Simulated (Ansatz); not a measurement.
## Orbital-resolved density of states of Li2O

```
CELL_PARAMETERS angstrom
0.00000 2.30950 2.30950
2.30950 0.00000 2.30950
2.30950 2.30950 0.00000
ATOMIC_POSITIONS crystal
Li 0.25000 0.25000 0.25000
Li 0.75000 0.75000 0.75000
O 0.00000 0.00000 0.00000
```

Atom numbers follow the list: Li1, Li2, O3.

The cell is COD entry 1011372, as deposited and not checked against the literature; nothing was relaxed.

Computed with DFT, PBE, all-electron LAPW, scalar-relativistic in Ansatz 0.2.0.

Numerical set-up: a Γ-centred 9×9×9 k mesh, Fermi–Dirac smearing of 0.03 eV, basis error target 0.5 meV/atom, no spin polarisation.

States per eV for one atom of each kind, in 0.4 eV bins named by their centres, from the valence-band top, projected on a minimal set of Löwdin-orthogonalised atomic shells; orbitals are real harmonics on the Cartesian axes, equal curves share a column, and empty bins are left out, as is all above 11.6 eV, near the top of the computed bands.

O3 2p:

```
# E all pz=px=py
-2.6 0.63 0.21
-2.2 1.75 0.58
-1.8 1.18 0.39
-1.4 2.65 0.88
-1.0 3.36 1.12
-0.6 3.10 1.03
-0.2 1.01 0.34
5.4 0.01 0.00
5.8 0.03 0.01
6.2 0.07 0.02
6.6 0.08 0.03
7.0 0.11 0.04
7.4 0.12 0.04
7.8 0.11 0.04
8.2 0.05 0.02
8.6 0.02 0.01
10.2 0.01 0.00
```

Li1 2s:

```
# E all
-2.6 0.07
-2.2 0.14
-1.8 0.08
-1.4 0.08
-1.0 0.04
-0.6 0.01
5.4 0.02
5.8 0.07
6.2 0.15
6.6 0.16
7.0 0.18
7.4 0.20
7.8 0.18
8.2 0.09
8.6 0.04
9.8 0.01
10.2 0.23
```
